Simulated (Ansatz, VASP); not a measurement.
**LiH in VASP and in Ansatz**

```
CELL_PARAMETERS angstrom
0.00000 2.14512 2.14512
2.14512 0.00000 2.14512
2.14512 2.14512 0.00000
ATOMIC_POSITIONS crystal
Li 0.00000 0.00000 0.00000
H 0.25000 0.25000 0.25000
```

Alike in both runs: task single point; functional PBE; k mesh 10 × 10 × 10; no spin polarisation.

|  | VASP | Ansatz |
| --- | --- | --- |
| version | VASP 6.6.1 | Ansatz 0.2.0 |
| potentials or method | VASP PAW PBE potentials, release 64 (Li_sv, H) | plane waves, PAW |
| plane-wave cutoff (eV) | 520 | 420 |
| occupations | gaussian, width 0.01 eV | fixed |
| valence electrons in the cell | 4 | 4 |

Ansatz gave:

| Quantity | Value |
| --- | --- |
| gap on the k mesh at the Fermi level (eV) | 4.23 |

Q: What did VASP give for the same quantities?

A: gap on the k mesh at the Fermi level (eV): 4.24.

 Expect the measured gap to be larger: semilocal functionals such as PBE lack the derivative discontinuity. A k mesh can miss the band edges.
